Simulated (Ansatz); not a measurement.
# Calculated Mo-97 nuclear quadrupole resonance for Te2Mo

Cell: an entry of the Crystallography Open Database (COD), its atoms then relaxed with PBE in this cell.

Space group P6_3/mmc (No. 194); a = 3.5182, c = 13.9736 Å, γ = 120.00°.

| site | Wyckoff | site symmetry | x | y | z |
| --- | --- | --- | --- | --- | --- |
| Te | 4f | 3m. | 0.3333 | 0.6667 | 0.6201 |
| Mo | 2c | -6m2 | 0.3333 | 0.6667 | 0.2500 |

One atom of each set is listed.

The numbers come from a DFT calculation in Ansatz (PBE, plane waves and PAW, scalar-relativistic, 420 eV cutoff, Γ-centred 14×14×3 k-points, Fermi–Dirac smearing 0.02 eV).

Mo-97: I = 5/2, Q = 255.0 mb (year-2017 value). Static lattice, zero field.

Problem. At which frequencies do the Mo-97 NQR lines lie?

Solution. For I = 5/2 and η = 0 the lines are 3|C_Q|/20 and twice that; η pulls their ratio below 2.

| site | atoms | V_zz (10²¹ V/m²) | C_Q (MHz) | η | line frequencies (MHz) |
| --- | --- | --- | --- | --- | --- |
| Mo | 2 | -6.42 | -39.6 | 0.00 | 5.93, 11.9 |

Problem. And for Mo-95 (I = 5/2, Q = -22.00 mb) on Mo?

Solution. C_Q scales with Q to 3.41 MHz, with lines at 0.512, 1.02 MHz.

An axis of threefold or higher order runs through Mo, so V_zz lies along it and η is zero.

Without spin–orbit coupling the gradients at and beside Te can be off by some per cent, at some sites by more.
